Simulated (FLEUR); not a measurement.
# Ti (Fm-3m) in FLEUR: a series of runs

One crystal, Ti, is run at these levels: SCAN; tasks: band structure, equation of state.

Everything below comes from runs of FLEUR MaX-R8.1 (later development tree). Logs are shortened: lines on timing, memory, paths and dates and some standing lists are left out, and cuts for length are marked.

## Step 1: The structure

It takes space group Fm-3m (No. 225, cubic). The conventional cell has a = 4.060 Å, b = 4.060 Å, c = 4.060 Å, α = 90.00°, β = 90.00°, γ = 90.00°. Ti (site symmetry m-3m) is surrounded by 12 Ti at 2.87 Å.

This isn't the form of Ti at room conditions, which is hcp.

## Step 2: Band structure, SCAN

File inp.xml:

```xml
<?xml version="1.0" encoding="UTF-8" standalone="no"?>
<fleurInput fleurInputVersion="0.39">
   <comment>
      Ti                                                                                                  
   </comment>
   <calculationSetup>
      <cutoffs Kmax="4.1" Gmax="12.7" GmaxXC="12.7" numbands="0"/>
      <scfLoop itmax="80" minDistance="0.0001" maxIterBroyd="30" imix="Anderson" alpha="0.05" precondParam="0.0" spinf="2.0" sdNocoIR="T"/>
      <coreElectrons ctail="F" frcor="F" kcrel="0" coretail_lmax="0"/>
      <xcFunctional name="LibXC" relativisticCorrections="F">
         <LibXCName exchange="mgga_x_scan" correlation="mgga_c_scan"/>
         <AuxGGA exchange="117" correlation="130"/>
      </xcFunctional>
      <magnetism jspins="1"/>
      <soc l_soc="F" theta="0.0" phi="0.0" spav="F"/>
      <expertModes spex="0" secvar="F"/>
      <geometryOptimization l_f="F" forcealpha="1.0" forcemix="BFGS" epsdisp="0.00001" epsforce="0.00001"/>
      <ldaU l_linMix="F" mixParam="0.05" spinf="1.0"/>
   </calculationSetup>
   <cell>
      <bzIntegration valenceElectrons="12.0" mode="hist" fermiSmearingEnergy="0.00183747">
         <kPointListSelection listName="default-1"/>
         <!-- k-points included here -->
         <xi:include xmlns:xi="http://www.w3.org/2001/XInclude" href="kpts.xml"> </xi:include>
      </bzIntegration>
      <!-- symmetry operations included here -->
      <xi:include xmlns:xi="http://www.w3.org/2001/XInclude" href="sym.xml"> </xi:include>
      <bulkLattice scale="1.0">
         <bravaisMatrix>
            <row-1>    0.0000000000000000     3.8361440329379994     3.8361440329379994</row-1>
            <row-2>    3.8361440329379994     0.0000000000000000     3.8361440329379994</row-2>
            <row-3>    3.8361440329379994     3.8361440329379994     0.0000000000000000</row-3>
         </bravaisMatrix>
      </bulkLattice>
   </cell>
   <atomSpecies>
      <species name="Titanium (Ti)" element="Ti" atomicNumber="22">
         <mtSphere radius="2.51" gridPoints="829" logIncrement="0.015"/>
         <atomicCutoffs lmax="10" lnonsphr="10"/>
         <electronConfig flipSpins="F">
            <coreConfig>(1s1/2) (2s1/2) (2p1/2) (2p3/2)</coreConfig>
            <valenceConfig>(3s1/2) (3p1/2) (3p3/2) (4s1/2) (3d3/2) (3d5/2)</valenceConfig>
            <stateOccupation state="(3d3/2)" spinUp="0.400000" spinDown="0.400000"/>
            <stateOccupation state="(3d5/2)" spinUp="0.600000" spinDown="0.600000"/>
         </electronConfig>
         <energyParameters s="4" p="4" d="3" f="4"/>
         <lo type="SCLO" l="0" n="3" eDeriv="0"/>
         <lo type="SCLO" l="1" n="3" eDeriv="0"/>
         <lo type="SCLO" l="1" n="3" eDeriv="1"/>
         <lo type="SCLO" l="2" n="3" eDeriv="2"/>
         <lo type="SCLO" l="3" n="4" eDeriv="2"/>
      </species>
   </atomSpecies>
   <atomGroups>
      <atomGroup species="Titanium (Ti)">
         <relPos label="                   1">.0000000000 .0000000000 .0000000000</relPos>
         <force calculate="T" relaxXYZ="TTT"/>
      </atomGroup>
   </atomGroups>
   <output dos="F" band="F" slice="F">
      <checks vchk="F" cdinf="F"/>
      <bandDOS minEnergy="-.5*Htr" maxEnergy="0.5*Htr" sigma="0.015" storeEVData="T"/>
      <vacuumDOS vacdos="F" integ="F" star="F" nstars="0" locx1="0.0" locy1="0.0" locx2="0.0" locy2="0.0" nstm="0" tworkf="0.0"/>
      <unfoldingBand unfoldBand="F" supercellX="1" supercellY="1" supercellZ="1"/>
      <plotting iplot="0" polar="F">
         <plot TwoD="T" vec1="  1.0  0.0  0.0" vec2="  0.0  1.0  0.0" vec3="  0.0  0.0  1.0" zero="  0.0  0.0  0.0" file="plot"/>
      </plotting>
      <chargeDensitySlicing numkpt="0" minEigenval="0.0" maxEigenval="0.0" nnne="0" pallst="F"/>
      <specialOutput eonly="F"/>
      <moessbauerParams electricFieldGradient="T" isomerShift="T" coreHyperfine="T" valenceHyperfine="T"/>
      <magneticCircularDichroism mcd="F" energyLo="-10.0" energyUp="0.0"/>
   </output>
  <!-- We include the file relax.xml here to enable relaxations (see documentation) -->
  <xi:include xmlns:xi="http://www.w3.org/2001/XInclude" href="relax.xml"> <xi:fallback/> </xi:include>
</fleurInput>
```

File crystal.txt:

```
Ti
&input cartesian=F /
0.0000000000  2.0300000000  2.0300000000
2.0300000000  0.0000000000  2.0300000000
2.0300000000  2.0300000000  0.0000000000
1.8897261246
1.0 1.0 1.0

1
22 0.0000000000  0.0000000000  0.0000000000

&kpt div1=11 div2=11 div3=11 gamma=T /
```

File inp.xml (bands):

```
<?xml version="1.0" encoding="UTF-8" standalone="no"?>
<fleurInput fleurInputVersion="0.39">
   <comment>
      Ti                                                                                                  
   </comment>
   <calculationSetup>
      <cutoffs Kmax="4.1" Gmax="12.7" GmaxXC="12.7" numbands="0"/>
      <scfLoop itmax="80" minDistance="0.0001" maxIterBroyd="30" imix="Anderson" alpha="0.05" precondParam="0.0" spinf="2.0" sdNocoIR="T"/>
      <coreElectrons ctail="F" frcor="F" kcrel="0" coretail_lmax="0"/>
      <xcFunctional name="LibXC" relativisticCorrections="F">
         <LibXCName exchange="mgga_x_scan" correlation="mgga_c_scan"/>
         <AuxGGA exchange="117" correlation="130"/>
      </xcFunctional>
      <magnetism jspins="1"/>
      <soc l_soc="F" theta="0.0" phi="0.0" spav="F"/>
      <expertModes spex="0" secvar="F"/>
      <geometryOptimization l_f="F" forcealpha="1.0" forcemix="BFGS" epsdisp="0.00001" epsforce="0.00001"/>
      <ldaU l_linMix="F" mixParam="0.05" spinf="1.0"/>
   </calculationSetup>
   <cell>
      <bzIntegration valenceElectrons="12.0" mode="hist" fermiSmearingEnergy="0.00183747">
         <kPointListSelection listName="path-1"/>
         <!-- k-points included here -->
         <xi:include xmlns:xi="http://www.w3.org/2001/XInclude" href="kpts.xml"> </xi:include>
      </bzIntegration>
      <!-- symmetry operations included here -->
      <xi:include xmlns:xi="http://www.w3.org/2001/XInclude" href="sym.xml"> </xi:include>
      <bulkLattice scale="1.0">
         <bravaisMatrix>
            <row-1>    0.0000000000000000     3.8361440329379994     3.8361440329379994</row-1>
            <row-2>    3.8361440329379994     0.0000000000000000     3.8361440329379994</row-2>
            <row-3>    3.8361440329379994     3.8361440329379994     0.0000000000000000</row-3>
         </bravaisMatrix>
      </bulkLattice>
   </cell>
   <atomSpecies>
      <species name="Titanium (Ti)" element="Ti" atomicNumber="22">
         <mtSphere radius="2.51" gridPoints="829" logIncrement="0.015"/>
         <atomicCutoffs lmax="10" lnonsphr="10"/>
         <electronConfig flipSpins="F">
            <coreConfig>(1s1/2) (2s1/2) (2p1/2) (2p3/2)</coreConfig>
            <valenceConfig>(3s1/2) (3p1/2) (3p3/2) (4s1/2) (3d3/2) (3d5/2)</valenceConfig>
            <stateOccupation state="(3d3/2)" spinUp="0.400000" spinDown="0.400000"/>
            <stateOccupation state="(3d5/2)" spinUp="0.600000" spinDown="0.600000"/>
         </electronConfig>
         <energyParameters s="4" p="4" d="3" f="4"/>
         <lo type="SCLO" l="0" n="3" eDeriv="0"/>
         <lo type="SCLO" l="1" n="3" eDeriv="0"/>
         <lo type="SCLO" l="1" n="3" eDeriv="1"/>
         <lo type="SCLO" l="2" n="3" eDeriv="2"/>
         <lo type="SCLO" l="3" n="4" eDeriv="2"/>
      </species>
   </atomSpecies>
   <atomGroups>
      <atomGroup species="Titanium (Ti)">
         <relPos label="                   1">.0000000000 .0000000000 .0000000000</relPos>
         <force calculate="T" relaxXYZ="TTT"/>
      </atomGroup>
   </atomGroups>
   <output dos="F" band="T" slice="F">
      <checks vchk="F" cdinf="F"/>
      <bandDOS minEnergy="-.5*Htr" maxEnergy="0.5*Htr" sigma="0.015" storeEVData="T"/>
      <vacuumDOS vacdos="F" integ="F" star="F" nstars="0" locx1="0.0" locy1="0.0" locx2="0.0" locy2="0.0" nstm="0" tworkf="0.0"/>
      <unfoldingBand unfoldBand="F" supercellX="1" supercellY="1" supercellZ="1"/>
      <plotting iplot="0" polar="F">
         <plot TwoD="T" vec1="  1.0  0.0  0.0" vec2="  0.0  1.0  0.0" vec3="  0.0  0.0  1.0" zero="  0.0  0.0  0.0" file="plot"/>
      </plotting>
      <chargeDensitySlicing numkpt="0" minEigenval="0.0" maxEigenval="0.0" nnne="0" pallst="F"/>
      <specialOutput eonly="F"/>
      <moessbauerParams electricFieldGradient="T" isomerShift="T" coreHyperfine="T" valenceHyperfine="T"/>
      <magneticCircularDichroism mcd="F" energyLo="-10.0" energyUp="0.0"/>
   </output>
  <!-- We include the file relax.xml here to enable relaxations (see documentation) -->
  <xi:include xmlns:xi="http://www.w3.org/2001/XInclude" href="relax.xml"> <xi:fallback/> </xi:include>
</fleurInput>
```

Potentials or basis: all-electron, FLAPW.

Launch:

```
inpgen -f crystal.txt -profile fastHighL
# inp.xml edited to the form shown
fleur_MPI
fleur_MPI   # second run, on inp.xml (bands)
```

Standard output:

```text
Welcome to FLEUR        (www.flapw.de)
      MaX-Release 8.1          (www.max-centre.eu)
 func_ids         267         263         267         263
 MetaGGA potential functional detected - V_tau will be computed
 Auxiliary Potential for radial basis: exchange=         117  correlation=         130
The functional 'SCAN exchange of Sun, Ruzsinszky, and Perdew' is an exchange functional, it belongs to the 'MGGA' family and is defined in the reference(s):
[1] J. Sun, A. Ruzsinszky, and J. P. Perdew.,  Phys. Rev. Lett. 115, 036402 (2015)
The functional 'SCAN correlation of Sun, Ruzsinszky, and Perdew' is a correlation functional, it belongs to the 'MGGA' family and is defined in the reference(s):
[1] J. Sun, A. Ruzsinszky, and J. P. Perdew.,  Phys. Rev. Lett. 115, 036402 (2015)
 Using same functional for VXC and EXC

 ========== k-point set info ==========
 Selected k-point list: default-1
 k-point list type: mesh
 11 x 11 x 11
 Number of k points: 56

 ------------Calculation Setup---------------------------
 Number of MPI-tasks      :            1
 Number of PE/node        :            1
 Number of OMP-threads    :            1
 Most efficient MPI parallelization for:
           1           2           4           7           8          14          28          56
 Additional eigenvalue parallelization possible
 Number of basis functions:          175
 Approximate size of matrices (H+S) per k-point:         0.000 GB
 --------------------------------------------------------
The functional 'Hammer, Hansen, and Norskov' is an exchange functional, it belongs to the 'GGA' family and is defined in the reference(s):
[... 6 lines left out ...]
 Reset of history
 Reset of history
 Iteration:     1   Distance:      18.09519573 me/bohr^3
The functional 'Hammer, Hansen, and Norskov' is an exchange functional, it belongs to the 'GGA' family and is defined in the reference(s):
[1] B. Hammer, L. B. Hansen, and J. K. Nørskov.,  Phys. Rev. B 59, 7413 (1999)
The functional 'Perdew, Burke & Ernzerhof' is a correlation functional, it belongs to the 'GGA' family and is defined in the reference(s):
[1] J. P. Perdew, K. Burke, and M. Ernzerhof.,  Phys. Rev. Lett. 77, 3865 (1996)
[2] J. P. Perdew, K. Burke, and M. Ernzerhof.,  Phys. Rev. Lett. 78, 1396 (1997)
 Using same functional for VXC and EXC
 Iteration:     2   Distance:      17.73722760 me/bohr^3
The functional 'Hammer, Hansen, and Norskov' is an exchange functional, it belongs to the 'GGA' family and is defined in the reference(s):
[1] B. Hammer, L. B. Hansen, and J. K. Nørskov.,  Phys. Rev. B 59, 7413 (1999)
The functional 'Perdew, Burke & Ernzerhof' is a correlation functional, it belongs to the 'GGA' family and is defined in the reference(s):
[1] J. P. Perdew, K. Burke, and M. Ernzerhof.,  Phys. Rev. Lett. 77, 3865 (1996)
[2] J. P. Perdew, K. Burke, and M. Ernzerhof.,  Phys. Rev. Lett. 78, 1396 (1997)
 Using same functional for VXC and EXC
 Iteration:     3   Distance:      16.68256662 me/bohr^3
The functional 'Hammer, Hansen, and Norskov' is an exchange functional, it belongs to the 'GGA' family and is defined in the reference(s):
[1] B. Hammer, L. B. Hansen, and J. K. Nørskov.,  Phys. Rev. B 59, 7413 (1999)
The functional 'Perdew, Burke & Ernzerhof' is a correlation functional, it belongs to the 'GGA' family and is defined in the reference(s):
[1] J. P. Perdew, K. Burke, and M. Ernzerhof.,  Phys. Rev. Lett. 77, 3865 (1996)
[2] J. P. Perdew, K. Burke, and M. Ernzerhof.,  Phys. Rev. Lett. 78, 1396 (1997)
 Using same functional for VXC and EXC
 Iteration:     4   Distance:       7.06569873 me/bohr^3
The functional 'Hammer, Hansen, and Norskov' is an exchange functional, it belongs to the 'GGA' family and is defined in the reference(s):
[1] B. Hammer, L. B. Hansen, and J. K. Nørskov.,  Phys. Rev. B 59, 7413 (1999)
The functional 'Perdew, Burke & Ernzerhof' is a correlation functional, it belongs to the 'GGA' family and is defined in the reference(s):
[1] J. P. Perdew, K. Burke, and M. Ernzerhof.,  Phys. Rev. Lett. 77, 3865 (1996)
[2] J. P. Perdew, K. Burke, and M. Ernzerhof.,  Phys. Rev. Lett. 78, 1396 (1997)
 Using same functional for VXC and EXC
 Iteration:     5   Distance:       3.93474184 me/bohr^3
The functional 'Hammer, Hansen, and Norskov' is an exchange functional, it belongs to the 'GGA' family and is defined in the reference(s):
[... 39 lines left out ...]
 Using same functional for VXC and EXC
 Iteration:    11   Distance:       0.00160504 me/bohr^3
The functional 'Hammer, Hansen, and Norskov' is an exchange functional, it belongs to the 'GGA' family and is defined in the reference(s):
[1] B. Hammer, L. B. Hansen, and J. K. Nørskov.,  Phys. Rev. B 59, 7413 (1999)
The functional 'Perdew, Burke & Ernzerhof' is a correlation functional, it belongs to the 'GGA' family and is defined in the reference(s):
[1] J. P. Perdew, K. Burke, and M. Ernzerhof.,  Phys. Rev. Lett. 77, 3865 (1996)
[2] J. P. Perdew, K. Burke, and M. Ernzerhof.,  Phys. Rev. Lett. 78, 1396 (1997)
 Using same functional for VXC and EXC
 Iteration:    12   Distance:       0.00058197 me/bohr^3
The functional 'Hammer, Hansen, and Norskov' is an exchange functional, it belongs to the 'GGA' family and is defined in the reference(s):
[1] B. Hammer, L. B. Hansen, and J. K. Nørskov.,  Phys. Rev. B 59, 7413 (1999)
The functional 'Perdew, Burke & Ernzerhof' is a correlation functional, it belongs to the 'GGA' family and is defined in the reference(s):
[1] J. P. Perdew, K. Burke, and M. Ernzerhof.,  Phys. Rev. Lett. 77, 3865 (1996)
[2] J. P. Perdew, K. Burke, and M. Ernzerhof.,  Phys. Rev. Lett. 78, 1396 (1997)
 Using same functional for VXC and EXC
 Iteration:    13   Distance:       0.00018326 me/bohr^3
The functional 'Hammer, Hansen, and Norskov' is an exchange functional, it belongs to the 'GGA' family and is defined in the reference(s):
[1] B. Hammer, L. B. Hansen, and J. K. Nørskov.,  Phys. Rev. B 59, 7413 (1999)
The functional 'Perdew, Burke & Ernzerhof' is a correlation functional, it belongs to the 'GGA' family and is defined in the reference(s):
[1] J. P. Perdew, K. Burke, and M. Ernzerhof.,  Phys. Rev. Lett. 77, 3865 (1996)
[2] J. P. Perdew, K. Burke, and M. Ernzerhof.,  Phys. Rev. Lett. 78, 1396 (1997)
 Using same functional for VXC and EXC
 Iteration:    14   Distance:       0.00007803 me/bohr^3

 ********************************************************************
 Run finished successfully
 Stop message:
   all done
 ********************************************************************
```

Run time: 15 s. Hardware: 1 thread of Arm Neoverse V2, shared host; peak memory 0.07 GiB.

What came out:

```yaml
Free_energy: -23240.5444 eV
Band_gap_along_the_path: none (metal or under the smearing width)
Valence_electrons_inside_the_program's_atomic_spheres: Ti 10.64 (radii Ti 2.51 bohr)
```

Levels at the corners of the path, in eV from the Fermi level:
| point | band 3 | band 4 | band 5 | band 6 | band 7 | band 8 | band 9 | band 10 |
| --- | --- | --- | --- | --- | --- | --- | --- | --- |
| Γ | -33.76 | -33.76 | -6.52 | 1.00 | 1.00 | 1.00 | 2.91 | 2.91 |
| X | -34.03 | -34.03 | -2.75 | -1.87 | 2.99 | 4.09 | 4.30 | 4.30 |
| W | -34.26 | -34.04 | -1.61 | -0.41 | -0.41 | 2.47 | 4.30 | 9.03 |
| K | -34.21 | -33.97 | -1.82 | -1.33 | 0.73 | 2.98 | 3.84 | 7.76 |
| Γ | -33.76 | -33.76 | -6.52 | 1.00 | 1.00 | 1.00 | 2.91 | 2.91 |
| L | -33.86 | -33.86 | -2.79 | 0.60 | 0.93 | 0.93 | 4.04 | 4.04 |
| U | -34.21 | -33.97 | -1.82 | -1.33 | 0.73 | 2.98 | 3.84 | 7.76 |
| W | -34.26 | -34.04 | -1.61 | -0.41 | -0.41 | 2.47 | 4.30 | 9.03 |
| L | -33.86 | -33.86 | -2.79 | 0.60 | 0.93 | 0.93 | 4.04 | 4.04 |
| K | -34.21 | -33.97 | -1.82 | -1.33 | 0.73 | 2.98 | 3.84 | 7.76 |
| U | -34.21 | -33.97 | -1.82 | -1.33 | 0.73 | 2.98 | 3.84 | 7.76 |
| X | -34.03 | -34.03 | -2.75 | -1.87 | 2.99 | 4.09 | 4.30 | 4.30 |

Core levels (eV from the Fermi level):
```
atom                                                   levels
1 Ti  1s1/2 -4863.0, 2s1/2 -531.3, 2p1/2 -442.2, 2p3/2 -436.4
```

Caveat: the meta-GGA is that of a development version, with a GGA for the radial functions and cores and without core tails.

## Step 3: Equation of state, SCAN, 15.73 Å³/atom (volume scaled by 0.94)

inp.xml, as its differences from that of step 2:

```diff
@@ -27,3 +27,3 @@
       <xi:include xmlns:xi="http://www.w3.org/2001/XInclude" href="sym.xml"> </xi:include>
-      <bulkLattice scale="1.0">
+      <bulkLattice scale="0.9795861087">
          <bravaisMatrix>
@@ -37,3 +37,3 @@
       <species name="Titanium (Ti)" element="Ti" atomicNumber="22">
-         <mtSphere radius="2.51" gridPoints="829" logIncrement="0.015"/>
+         <mtSphere radius="2.46" gridPoints="829" logIncrement="0.015"/>
          <atomicCutoffs lmax="10" lnonsphr="10"/>
```

Potentials or basis: all-electron, FLAPW.

Launch:

```
inpgen -f crystal.txt -profile fastHighL
# inp.xml edited to the form shown
fleur_MPI
```

Wall time 13 s (1 thread of Arm Neoverse V2, shared host); peak memory 0.08 GiB.

Results (log left out):

- Free energy: -23240.4971 eV
- Band gap on the k mesh: none (metal or under the smearing width)
- Valence electrons inside the program's atomic spheres: Ti 10.62 (radii Ti 2.46 bohr)

Caveat: the meta-GGA is that of a development version, with a GGA for the radial functions and cores and without core tails.

## Step 4: Equation of state, SCAN, 16.06 Å³/atom (volume scaled by 0.96)

inp.xml, as its differences from that of step 3:

```diff
@@ -27,3 +27,3 @@
       <xi:include xmlns:xi="http://www.w3.org/2001/XInclude" href="sym.xml"> </xi:include>
-      <bulkLattice scale="0.9795861087">
+      <bulkLattice scale="0.9864848297">
          <bravaisMatrix>
```

Launch:

```
inpgen -f crystal.txt -profile fastHighL
# inp.xml edited to the form shown
fleur_MPI
```

It took 12 s on 1 thread of Arm Neoverse V2, shared host; peak memory 0.08 GiB.

The run converged. Its results:

| Item | Value |
| --- | --- |
| Free energy | -23240.5179 eV |
| Band gap on the k mesh | none (metal or under the smearing width) |
| Valence electrons inside the program's atomic spheres | Ti 10.59 (radii Ti 2.46 bohr) |

Caveat: the meta-GGA is that of a development version, with a GGA for the radial functions and cores and without core tails.

(Continued in part 2 of 2.)
